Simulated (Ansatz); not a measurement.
## Ta(100) with 4 layers of random Ta-Os, 2x2: scattering by chemical disorder

Wanted: resistance against the alloy's length, first Ta(100) with 4 layers of random Ta-Os, 2x2.

Calculated with Ansatz 0.2.0; Ansatz plane-wave DFT, PBE, PAW files; ballistic transport by layer matching (Landauer), zero bias; PAW set soft_1.

### Step 1. The starting structure

The cell holds 56 atoms: 54 Ta and 2 Os. Cell: a = 6.605 Å, b = 6.605 Å, c = 23.118 Å, α = 90.0°, β = 90.0°, γ = 90.0°. It derives from Ta. Regions: lead, 40 atoms (40 Ta); scattering region, 16 atoms (14 Ta and 2 Os). The structure is stacked along c, and the current runs across the ab planes.

### Step 2. With 4 alloy layers

In 4 layers a share of 0.125 of the sites is given to Os at random. The layers about the cell's end stay perfect and serve as the lead. Energies from -0.05 to 0.05 eV in steps of 0.05 eV are too few for the program's thermal sum, so it prints no conductance; for a metal the transmission near the Fermi level serves, at a fraction of the cost.

input.yaml

```yaml
crystal:
  lattice:
    - [6.60512, 0.0, 0.0]
    - [0.0, 6.60512, 0.0]
    - [0.0, 0.0, 23.11792]
  atoms:
    - { symbol: Ta, position: [0.0, 0.0, 0.0357142857] }
    - { symbol: Ta, position: [0.0, 0.5, 0.0357142857] }
    - { symbol: Ta, position: [0.5, 0.0, 0.0357142857] }
    - { symbol: Ta, position: [0.5, 0.5, 0.0357142857] }
    - { symbol: Ta, position: [0.25, 0.25, 0.1071428571] }
    - { symbol: Ta, position: [0.25, 0.75, 0.1071428571] }
    - { symbol: Ta, position: [0.75, 0.25, 0.1071428571] }
    - { symbol: Ta, position: [0.75, 0.75, 0.1071428571] }
    - { symbol: Ta, position: [0.0, 0.0, 0.1785714286] }
    - { symbol: Ta, position: [0.0, 0.5, 0.1785714286] }
    - { symbol: Ta, position: [0.5, 0.0, 0.1785714286] }
    - { symbol: Ta, position: [0.5, 0.5, 0.1785714286] }
    - { symbol: Ta, position: [0.25, 0.25, 0.25] }
    - { symbol: Ta, position: [0.25, 0.75, 0.25] }
    - { symbol: Ta, position: [0.75, 0.25, 0.25] }
    - { symbol: Ta, position: [0.75, 0.75, 0.25] }
    - { symbol: Ta, position: [0.0, 0.0, 0.3214285714] }
    - { symbol: Ta, position: [0.0, 0.5, 0.3214285714] }
    - { symbol: Ta, position: [0.5, 0.0, 0.3214285714] }
    - { symbol: Ta, position: [0.5, 0.5, 0.3214285714] }
    - { symbol: Ta, position: [0.25, 0.25, 0.3928571429] }
    - { symbol: Ta, position: [0.25, 0.75, 0.3928571429] }
    - { symbol: Ta, position: [0.75, 0.25, 0.3928571429] }
    - { symbol: Ta, position: [0.75, 0.75, 0.3928571429] }
    - { symbol: Ta, position: [0.0, 0.0, 0.4642857143] }
    - { symbol: Ta, position: [0.0, 0.5, 0.4642857143] }
    - { symbol: Ta, position: [0.5, 0.0, 0.4642857143] }
    - { symbol: Ta, position: [0.5, 0.5, 0.4642857143] }
    - { symbol: Ta, position: [0.25, 0.25, 0.5357142857] }
    - { symbol: Ta, position: [0.25, 0.75, 0.5357142857] }
    - { symbol: Ta, position: [0.75, 0.25, 0.5357142857] }
    - { symbol: Ta, position: [0.75, 0.75, 0.5357142857] }
    - { symbol: Os, position: [0.0, 0.0, 0.6071428571] }
    - { symbol: Ta, position: [0.0, 0.5, 0.6071428571] }
    - { symbol: Ta, position: [0.5, 0.0, 0.6071428571] }
    - { symbol: Os, position: [0.5, 0.5, 0.6071428571] }
    - { symbol: Ta, position: [0.25, 0.25, 0.6785714286] }
    - { symbol: Ta, position: [0.25, 0.75, 0.6785714286] }
    - { symbol: Ta, position: [0.75, 0.25, 0.6785714286] }
    - { symbol: Ta, position: [0.75, 0.75, 0.6785714286] }
    - { symbol: Ta, position: [0.0, 0.0, 0.75] }
    - { symbol: Ta, position: [0.0, 0.5, 0.75] }
    - { symbol: Ta, position: [0.5, 0.0, 0.75] }
    - { symbol: Ta, position: [0.5, 0.5, 0.75] }
    - { symbol: Ta, position: [0.25, 0.25, 0.8214285714] }
    - { symbol: Ta, position: [0.25, 0.75, 0.8214285714] }
    - { symbol: Ta, position: [0.75, 0.25, 0.8214285714] }
    - { symbol: Ta, position: [0.75, 0.75, 0.8214285714] }
    - { symbol: Ta, position: [0.0, 0.0, 0.8928571429] }
    - { symbol: Ta, position: [0.0, 0.5, 0.8928571429] }
    - { symbol: Ta, position: [0.5, 0.0, 0.8928571429] }
    - { symbol: Ta, position: [0.5, 0.5, 0.8928571429] }
    - { symbol: Ta, position: [0.25, 0.25, 0.9642857143] }
    - { symbol: Ta, position: [0.25, 0.75, 0.9642857143] }
    - { symbol: Ta, position: [0.75, 0.25, 0.9642857143] }
    - { symbol: Ta, position: [0.75, 0.75, 0.9642857143] }
kpoints:
  mp_grid: { grid: [4, 4, 1] }
hamiltonian:
  xc: pbe
  pseudopotentials: { kind: paw, azcp: { folder: soft_1 } }
scf:
  occupations: { method: fermi_dirac, width: 0.1 }
output:
  transmission: { leads: [[0, 4]], kmesh: [8, 8], e_range: [-0.05, 0.05], de: 0.05 }
  write_potential: true
  write_density: true
  volumetric_format: npy
```

The run is started by

```bash
$ ansatz run input.yaml --threads 4 --pin off --max-ram 15360MiB --backend cpu --events-out ev --progress --plain --runs-dir out
```

Numbers of over 12 decimals in the logs are rounded to 6 here.

What it wrote:

```text
Engine: ansatz 0.2.0, aarch64-unknown-linux-gnu
Pseudopotentials: kind: paw
Pseudopotential: Ta, paw, valence charge 13, recommended cutoff 420 eV (normal), soft_1/Ta.paw.azcp
Pseudopotential: Os, paw, valence charge 16, recommended cutoff 420 eV (normal), soft_1/Os.paw.azcp
Functional definition: PBE
  parameter kappa = 0.804
  parameter beta = 0.066725
  exchange = pbe_x(kappa = kappa, mu = beta*pi^2/3)
  correlation = pbe_c(beta = beta)
Crystal: 56 atoms, lattice volume = 1008.580 Å³
Basis set: ecut = 420 eV, 19677 PW (Γ)
Bands: 441, of which v1, the nominal top of the filled ones, is band 367 counted from 1 (366 counted from 0)
Symmetry: 32 space group operations
Space group: P4/mmm (ITA 123), of the structure as read, at distance tolerance 1.0e-4 Å
k-points: 6 of 16
Non-local potential: Ta, projectors of the file, l = 0: 3, l = 1: 2, l = 2: 2, l = 3: 1
Non-local potential: Os, projectors of the file, l = 0: 3, l = 1: 2, l = 2: 2, l = 3: 1
PAW form: soft (Blöchl's): semilocal exchange-correlation on the pseudo side does not see the compensation charge
PAW one-centre angular grid: Ta, 590 points (default); XC on 64 Gauss nodes
PAW one-centre angular grid: Os, 590 points (default); XC on 64 Gauss nodes
Initial density: superposition of atomic densities (chi_scale 0.1, normalization cell, long waves of neutral atoms (reshape's long-wave potential 3.51 eV rms, cloud 3.14 Å wide))
Initial wavefunctions: pseudopotential atomic-orbital guess
Functional: x = pbe(κ = 0.804, μ = 0.219515), c = pbe(β = 0.066725)
SCF iter   1: F=—  HF=-559205.146063 eV  |F-HF|=—  |Δ(HF+E_count)|=         —  Δρ=9.92e-2  dr2=1.29e3  ethr=3.10e-3  ⟨swp⟩=6.5  Hψ=9559  notcnv=0  defer=2
preconditioner: auto → Kerker (q_TF=auto, 2.588 Å⁻¹)  [metal: Δε(μ)=0.020 eV  Ē_g=4.425 eV  σ=0.100 eV  W_gap=0.05  n_scr=294 (ndim 8)  ℏωp=19.8 eV  f_vac=0.000  D(μ)=59.72/eV (n_scr^D=596)]
SCF iter   2: F=—  HF=-559175.015870 eV  |F-HF|=—  |Δ(HF+E_count)|=    3.01e1  Δρ=3.77e-2  dr2=1.48e2  ethr=3.10e-3  ⟨swp⟩=4.5  Hψ=6419  notcnv=0  defer=102
SCF iter   3: F=—  HF=-559170.258180 eV  |F-HF|=—  |Δ(HF+E_count)|=    4.76e0  Δρ=1.28e-2  dr2=7.29e0  ethr=3.10e-3  ⟨swp⟩=3.3  Hψ=4460  notcnv=0  defer=112
SCF iter   4: F=—  HF=-559169.777909 eV  |F-HF|=—  |Δ(HF+E_count)|=   4.80e-1  Δρ=2.36e-3  dr2=7.16e-2  ethr=9.93e-4  ⟨swp⟩=3.2  Hψ=3925  notcnv=0  defer=92
SCF iter   5: F=—  HF=-559169.768300 eV  |F-HF|=—  |Δ(HF+E_count)|=   9.61e-3  Δρ=7.51e-4  dr2=1.69e-2  ethr=9.76e-6  ⟨swp⟩=2.0  Hψ=4507  notcnv=0  defer=92
SCF iter   6: F=—  HF=-559169.767663 eV  |F-HF|=—  |Δ(HF+E_count)|=   6.37e-4  Δρ=1.25e-4  dr2=1.29e-3  ethr=2.30e-6  ⟨swp⟩=1.8  Hψ=2717  notcnv=0  defer=92
SCF iter   7: F=—  HF=-559169.767616 eV  |F-HF|=—  |Δ(HF+E_count)|=   4.73e-5  Δρ=4.48e-5  dr2=2.55e-4  ethr=1.76e-7  ⟨swp⟩=1.3  Hψ=2547  notcnv=0  defer=92
SCF iter   8: F=—  HF=-559169.767560 eV  |F-HF|=—  |Δ(HF+E_count)|=   5.58e-5  Δρ=1.50e-5  dr2=2.79e-5  ethr=3.48e-8  ⟨swp⟩=1.2  Hψ=2546  notcnv=0  defer=92
SCF iter   9: F=—  HF=-559169.766917 eV  |F-HF|=—  |Δ(HF+E_count)|=   6.42e-4  Δρ=7.03e-6  dr2=5.43e-6  ethr=3.80e-9  ⟨swp⟩=1.2  Hψ=2614  notcnv=0  defer=92
SCF iter  10: F=-559169.766917 eV  HF=-559169.766917 eV  |F-HF|=3.26e-9  |Δ(HF+E_count)|=   2.72e-7  Δρ=6.08e-7  dr2=5.09e-9  ethr=1.36e-11  ⟨swp⟩=12.3  Hψ=10864  notcnv=0
SCF 1 converged in 10 iterations: F = -559169.766917 eV  dr2 = 5.09e-9
  greatest PAW one-centre occupation: 1.000 electrons in one spin orbital (limit 2), on the Os atom at site 35 (counted from 0), in its partial waves of l = 0
transmission: 63 of 630 steps passed
transmission: 126 of 630 steps passed
[...]
transmission: 630 of 630 steps passed
SCF converged after 10 iterations
Free energy (F): -559169.766917 eV
Harris-Foulkes:  -559169.766917 eV  (|F-HF|=3.26e-9)
Internal energy: -559167.622655 eV  (E = F + TS)
E sigma→0 (E₀):  -559168.694786 eV
Entropy (-TS):   -2.144262 eV (-38.290 meV/atom)
Fermi energy:    18.553801 eV
--- Per-component energies (eV) ---
  E_band       = -6008.064741
  E_kinetic    = 22214.649811
  E_local      = -32222.293363  (includes V_loc(G=0)·N_el)
  E_nonlocal   = -201.301337
  E_hartree    = 11683.885717
  E_xc         = -17810.764810
  E_vxc        = -13102.924687  (∫ρ·V_xc dr)
  E_paw        = -466544.295077  (= ΣΔE_a)
  E_vpaw       = -6063.974633  (= ΣTr[D̂ρ^β])
  E_aug_tail   = 0.006174  (compensation charges beyond the density's cutoff)
  E_ewald      = -76287.509769
  E_smearing   = -2.144262  (= −TS)
  E_closure    = -0.000000  (closes the sum)
  Σ components = -559169.766917   (vs F -559169.766917, Δ=0.00e0)
--- Band table (eV; the first three rows and the last of 6) ---
  k-point 0: bands = [... 363 lower, 19.2125, 19.2612, 19.2612, 19.3563, 19.4031, 19.4031, 19.4153, 19.4153, ... 70 higher]
  k-point 1: bands = [... 363 lower, 18.8603, 18.8700, 18.9081, 18.9093, 18.9165, 18.9488, 18.9782, 19.0373, ... 70 higher]
  k-point 2: bands = [... 363 lower, 18.3492, 18.4231, 18.4231, 18.5216, 18.5216, 18.5252, 18.5252, 18.5994, ... 70 higher]
  k-point 5: bands = [... 363 lower, 17.9269, 17.9362, 17.9362, 17.9496, 17.9496, 17.9723, 17.9723, 17.9852, ... 70 higher]
--- Transmission ---
  basis      : 377 plane waves across, 42 finite elements along
  points     : 15, standing for a mesh of 8 x 8
  energies   : 3 from -0.050000 to 0.050000 eV about the Fermi level, 0.050000 eV apart; the leads are filled to 0.000000 eV, and channels, transmission and decay are at 0.000000 eV
  crystal 0  : Ta4, at the sites [0, 4], period 1.6513 Å, over 21.47 Å; its Hamiltonian steps by up to 5.3 meV
    offset         : up to 0.0000 Å between an atom of the period and one for which it stands
    channels       : 1.048438e1 a spin
    conductance    : none, the energies end too early or step too widely for 300 K: set another output.transmission.e_range or a lower de, or, where they end at an eighth of basis.ecutwfc, a higher one
  junction   : crystal 0 to crystal 0, 2.60 to 24.07 Å
    transmission   : 6.729822e0 a spin
    conductance    : none, the energies end too early or step too widely for 300 K: set another output.transmission.e_range or a lower de, or, where they end at an eighth of basis.ecutwfc, a higher one
```

It took 7.2 min on 4 threads of Arm Neoverse V1, shared host; peak memory 8.3 GiB; 25 min of CPU time.

Reading the cycles: dr2 is the Hartree energy of the density residual (eV), the measure of convergence; HF is the Harris–Foulkes estimate of the energy, which meets the free energy F at convergence.

This step gave:

```yaml
free_energy: -559169.7669 eV
energy_at_zero_smearing: -559168.6948 eV
fermi_energy: 18.55 eV
cell_area: 43.63 Å²
transmission_per_spin_nearest_the_fermi_level: 6.730
open_channels_per_spin_nearest_the_fermi_level: 10.48
step_of_the_lead_s_potential: 5.3 meV
```

Per spin. The transmission, zone mean by energy, zero at the Fermi level:

```csv
energy (eV),"transmission, zone mean"
-0.0500,6.97
0.0000,6.73
0.0500,6.45
```

Per spin. The open channels, zone mean, lead by energy, zero at the Fermi level:

```csv
energy (eV),"open channels, zone mean, lead"
-0.0500,10.3
0.0000,10.5
0.0500,9.86
```

Transmission over k1 and k2. At 0.0000 eV from the Fermi level.

Ten even steps from '0' (3.43) to '9' (8.78):
```
10377730
03799973
67998997
77988897
67998997
03799973
10377730
01067601
```
Columns: k1 (b1) from -0.5 to 0.375; rows upwards: k2 (b2) from -0.5 to 0.375.

Open channels over k1 and k2. At 0.0000 eV from the Fermi level.

Values, 8 rows by 8 columns:
```
 6.0  4.0  9.0 12.0 12.0 12.0  9.0  4.0
 8.0  9.0 13.0 14.0 14.0 14.0 13.0  9.0
10.0 12.0 14.0 11.0 11.0 11.0 14.0 12.0
10.0 12.0 14.0 11.0 11.0 11.0 14.0 12.0
10.0 12.0 14.0 11.0 11.0 11.0 14.0 12.0
 8.0  9.0 13.0 14.0 14.0 14.0 13.0  9.0
 6.0  4.0  9.0 12.0 12.0 12.0  9.0  4.0
 4.0  6.0  8.0 10.0 10.0 10.0  8.0  6.0
```
Columns: k1 (b1) from -0.5 to 0.375; rows upwards: k2 (b2) from -0.5 to 0.375.

Over the solved energies the transmission per spin lies between 6.45 and 6.97, out of 10.2 channels of the lead on average (up to 10.5).

### Step 3. With 8 alloy layers

In 8 layers a share of 0.125 of the sites is given to Os at random. A fresh draw is used; the growth of the resistance with length is what counts.

System of this step: Ta(100) with 8 layers of random Ta-Os, 2x2. The cell holds 72 atoms: 68 Ta and 4 Os. Its edges and angles: a = 6.605 Å, b = 6.605 Å, c = 29.723 Å, α = 90.0°, β = 90.0°, γ = 90.0°. It derives from Ta. Regions: lead, 40 atoms (40 Ta); scattering region, 32 atoms (28 Ta and 4 Os). The structure is stacked along c, and the current runs across the ab planes.

input.yaml

```yaml
crystal:
  lattice:
    - [6.60512, 0.0, 0.0]
    - [0.0, 6.60512, 0.0]
    - [0.0, 0.0, 29.72304]
  atoms:
    - { symbol: Ta, position: [0.0, 0.0, 0.0277777778] }
    - { symbol: Ta, position: [0.0, 0.5, 0.0277777778] }
    - { symbol: Ta, position: [0.5, 0.0, 0.0277777778] }
    - { symbol: Ta, position: [0.5, 0.5, 0.0277777778] }
    - { symbol: Ta, position: [0.25, 0.25, 0.0833333333] }
    - { symbol: Ta, position: [0.25, 0.75, 0.0833333333] }
    - { symbol: Ta, position: [0.75, 0.25, 0.0833333333] }
    - { symbol: Ta, position: [0.75, 0.75, 0.0833333333] }
    - { symbol: Ta, position: [0.0, 0.0, 0.1388888889] }
    - { symbol: Ta, position: [0.0, 0.5, 0.1388888889] }
    - { symbol: Ta, position: [0.5, 0.0, 0.1388888889] }
    - { symbol: Ta, position: [0.5, 0.5, 0.1388888889] }
    - { symbol: Ta, position: [0.25, 0.25, 0.1944444444] }
    - { symbol: Ta, position: [0.25, 0.75, 0.1944444444] }
    - { symbol: Ta, position: [0.75, 0.25, 0.1944444444] }
    - { symbol: Ta, position: [0.75, 0.75, 0.1944444444] }
    - { symbol: Ta, position: [0.0, 0.0, 0.25] }
    - { symbol: Ta, position: [0.0, 0.5, 0.25] }
    - { symbol: Ta, position: [0.5, 0.0, 0.25] }
    - { symbol: Ta, position: [0.5, 0.5, 0.25] }
    - { symbol: Ta, position: [0.25, 0.25, 0.3055555556] }
    - { symbol: Ta, position: [0.25, 0.75, 0.3055555556] }
    - { symbol: Os, position: [0.75, 0.25, 0.3055555556] }
    - { symbol: Ta, position: [0.75, 0.75, 0.3055555556] }
    - { symbol: Ta, position: [0.0, 0.0, 0.3611111111] }
    - { symbol: Ta, position: [0.0, 0.5, 0.3611111111] }
    - { symbol: Ta, position: [0.5, 0.0, 0.3611111111] }
    - { symbol: Ta, position: [0.5, 0.5, 0.3611111111] }
    - { symbol: Ta, position: [0.25, 0.25, 0.4166666667] }
    - { symbol: Ta, position: [0.25, 0.75, 0.4166666667] }
    - { symbol: Ta, position: [0.75, 0.25, 0.4166666667] }
    - { symbol: Ta, position: [0.75, 0.75, 0.4166666667] }
    - { symbol: Ta, position: [0.0, 0.0, 0.4722222222] }
    - { symbol: Ta, position: [0.0, 0.5, 0.4722222222] }
    - { symbol: Ta, position: [0.5, 0.0, 0.4722222222] }
    - { symbol: Ta, position: [0.5, 0.5, 0.4722222222] }
    - { symbol: Os, position: [0.25, 0.25, 0.5277777778] }
    - { symbol: Ta, position: [0.25, 0.75, 0.5277777778] }
    - { symbol: Ta, position: [0.75, 0.25, 0.5277777778] }
    - { symbol: Ta, position: [0.75, 0.75, 0.5277777778] }
    - { symbol: Ta, position: [0.0, 0.0, 0.5833333333] }
    - { symbol: Ta, position: [0.0, 0.5, 0.5833333333] }
    - { symbol: Ta, position: [0.5, 0.0, 0.5833333333] }
    - { symbol: Ta, position: [0.5, 0.5, 0.5833333333] }
    - { symbol: Ta, position: [0.25, 0.25, 0.6388888889] }
    - { symbol: Ta, position: [0.25, 0.75, 0.6388888889] }
    - { symbol: Os, position: [0.75, 0.25, 0.6388888889] }
    - { symbol: Ta, position: [0.75, 0.75, 0.6388888889] }
    - { symbol: Ta, position: [0.0, 0.0, 0.6944444444] }
    - { symbol: Ta, position: [0.0, 0.5, 0.6944444444] }
    - { symbol: Ta, position: [0.5, 0.0, 0.6944444444] }
    - { symbol: Os, position: [0.5, 0.5, 0.6944444444] }
    - { symbol: Ta, position: [0.25, 0.25, 0.75] }
    - { symbol: Ta, position: [0.25, 0.75, 0.75] }
    - { symbol: Ta, position: [0.75, 0.25, 0.75] }
    - { symbol: Ta, position: [0.75, 0.75, 0.75] }
    - { symbol: Ta, position: [0.0, 0.0, 0.8055555556] }
    - { symbol: Ta, position: [0.0, 0.5, 0.8055555556] }
    - { symbol: Ta, position: [0.5, 0.0, 0.8055555556] }
    - { symbol: Ta, position: [0.5, 0.5, 0.8055555556] }
    - { symbol: Ta, position: [0.25, 0.25, 0.8611111111] }
    - { symbol: Ta, position: [0.25, 0.75, 0.8611111111] }
    - { symbol: Ta, position: [0.75, 0.25, 0.8611111111] }
    - { symbol: Ta, position: [0.75, 0.75, 0.8611111111] }
    - { symbol: Ta, position: [0.0, 0.0, 0.9166666667] }
    - { symbol: Ta, position: [0.0, 0.5, 0.9166666667] }
    - { symbol: Ta, position: [0.5, 0.0, 0.9166666667] }
    - { symbol: Ta, position: [0.5, 0.5, 0.9166666667] }
    - { symbol: Ta, position: [0.25, 0.25, 0.9722222222] }
    - { symbol: Ta, position: [0.25, 0.75, 0.9722222222] }
    - { symbol: Ta, position: [0.75, 0.25, 0.9722222222] }
    - { symbol: Ta, position: [0.75, 0.75, 0.9722222222] }
kpoints:
  mp_grid: { grid: [4, 4, 1] }
hamiltonian:
  xc: pbe
  pseudopotentials: { kind: paw, azcp: { folder: soft_1 } }
scf:
  occupations: { method: fermi_dirac, width: 0.1 }
output:
  transmission: { leads: [[0, 4]], kmesh: [8, 8], e_range: [-0.05, 0.05], de: 0.05 }
  write_potential: true
  write_density: true
  volumetric_format: npy
```

What it wrote:

```text
[...]
Crystal: 72 atoms, lattice volume = 1296.745 Å³
Basis set: ecut = 420 eV, 25307 PW (Γ)
Bands: 569, of which v1, the nominal top of the filled ones, is band 474 counted from 1 (473 counted from 0)
Symmetry: 1 space group operations
[...]
k-points: 10 of 16 (time reversal used)
[...]
SCF iter   1: F=—  HF=-721073.013009 eV  |F-HF|=—  |Δ(HF+E_count)|=         —  Δρ=1.17e-1  dr2=1.83e3  ethr=3.10e-3  ⟨swp⟩=6.6  Hψ=19746  notcnv=0
[...]
SCF iter  10: F=-721008.866171 eV  HF=-721008.866171 eV  |F-HF|=9.43e-9  |Δ(HF+E_count)|=   1.07e-7  Δρ=5.04e-7  dr2=1.08e-8  ethr=1.05e-11  ⟨swp⟩=13.6  Hψ=23145  notcnv=0
SCF 1 converged in 10 iterations: F = -721008.866171 eV  dr2 = 1.08e-8
[...]
transmission: 189 of 1836 steps passed
transmission: 369 of 1836 steps passed
[...]
transmission: 1836 of 1836 steps passed
SCF converged after 10 iterations
Free energy (F): -721008.866171 eV
[...]
Internal energy: -721006.125269 eV  (E = F + TS)
E sigma→0 (E₀):  -721007.495720 eV
Entropy (-TS):   -2.740902 eV (-38.068 meV/atom)
Fermi energy:    18.568801 eV
[...]
--- Band table (eV; the first three rows and the last of 10) ---
  k-point 0: bands = [... 470 lower, 19.1655, 19.2019, 19.2048, 19.2310, 19.2314, 19.2640, 19.2643, 19.2745, ... 91 higher]
  k-point 1: bands = [... 470 lower, 18.8167, 18.8621, 18.8754, 18.9012, 18.9108, 18.9336, 18.9441, 18.9876, ... 91 higher]
  k-point 2: bands = [... 470 lower, 18.4528, 18.4704, 18.4940, 18.5254, 18.5376, 18.5543, 18.5819, 18.6188, ... 91 higher]
  k-point 9: bands = [... 470 lower, 17.9277, 17.9313, 17.9395, 17.9517, 17.9532, 17.9616, 17.9733, 17.9768, ... 91 higher]
--- Transmission ---
  basis      : 377 plane waves across, 54 finite elements along
  points     : 34, standing for a mesh of 8 x 8
[...]
channels       : 1.042188e1 a spin
[...]
junction   : crystal 0 to crystal 0, 0.70 to 28.77 Å
    transmission   : 5.372482e0 a spin
[...]
```

Wall time 27 min (4 threads); peak memory 8.4 GiB.

Numbers from this step:

```yaml
free_energy: -721008.8662 eV
energy_at_zero_smearing: -721007.4957 eV
fermi_energy: 18.57 eV
transmission_per_spin_nearest_the_fermi_level: 5.372
open_channels_per_spin_nearest_the_fermi_level: 10.42
step_of_the_lead_s_potential: 13.1 meV
```

Per spin. Table of transmission, zone mean by energy, zero at the Fermi level:

```csv
energy (eV),"transmission, zone mean"
-0.0500,5.50
0.0000,5.37
0.0500,5.19
```

Over the solved energies the transmission per spin lies between 5.19 and 5.50, out of 10.2 channels of the lead on average (up to 10.4).

(Continued in part 2 of 2.)

[Logs are printed without paths, hosts, clocks, repeated set-up lines and the standing remarks that a program may print on its own settings, such as how far it seeks lower states.]

[Hosts, paths, dates, database ids (printed as entryN), source tags and the programs' standing remarks are cut or masked in the printed files.]
